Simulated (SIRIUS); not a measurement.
# ZrO2 under changes of volume

One of the cells (11.210 Å³/atom); the others are scaled copies at fixed shape and fractional positions:

```
CELL_PARAMETERS angstrom
0.00000 2.56193 2.56193
2.56193 0.00000 2.56193
2.56193 2.56193 0.00000
ATOMIC_POSITIONS crystal
Zr 0.00000 0.00000 0.00000
O 0.75000 0.75000 0.75000
O 0.25000 0.25000 0.25000
```

Measurements of this composition are mostly on another form, of space group No. 14.

| Quantity | Value |
| --- | --- |
| Program | SIRIUS 7.12.0 |
| Functional | PBEsol |
| Potentials or basis | all-electron FP-LAPW |
| Cutoff | 298 eV |
| Basis | apw+lo standard |
| k mesh | 9 × 9 × 9 |
| Occupations | fermi-dirac, width 0.05 eV |
| Spin | no spin polarisation |

| volume (Å³/atom) | energy over the lowest point (meV/atom) | gap on the mesh (eV) |
| --- | --- | --- |
| 10.331 | 18.80 | 3.51 |
| 10.551 | 5.44 | 3.45 |
| 10.770 | 0.00 | 3.40 |
| 11.210 | 10.37 | 3.29 |
| 11.430 | 24.77 | 3.24 |
| 11.650 | ? | ? |

Problem. What does the run at 11.650 Å³/atom give?

Solution. Energy over the lowest point 44.43 meV/atom; gap on the mesh 3.18 eV.

Worked out: A Birch-Murnaghan fit of order 3 (a polynomial in V^(-2/3)) to the other rows has its minimum at 10.82 Å³/atom with B0 = V·E''(V) = 254 GPa and B' = 3.8. It gives 44.62 meV/atom at 11.650 Å³/atom, against the run's 44.43. A straight line through the other rows of the gap, of slope -2.67 eV per unit of ln V, extrapolates to 3.19 eV, against the run's 3.18.

Energies are extrapolated to zero smearing.

Caveats: an odd mesh through Γ misses points on the zone boundary, where band edges often lie. Spin-orbit coupling on Zr is left out.
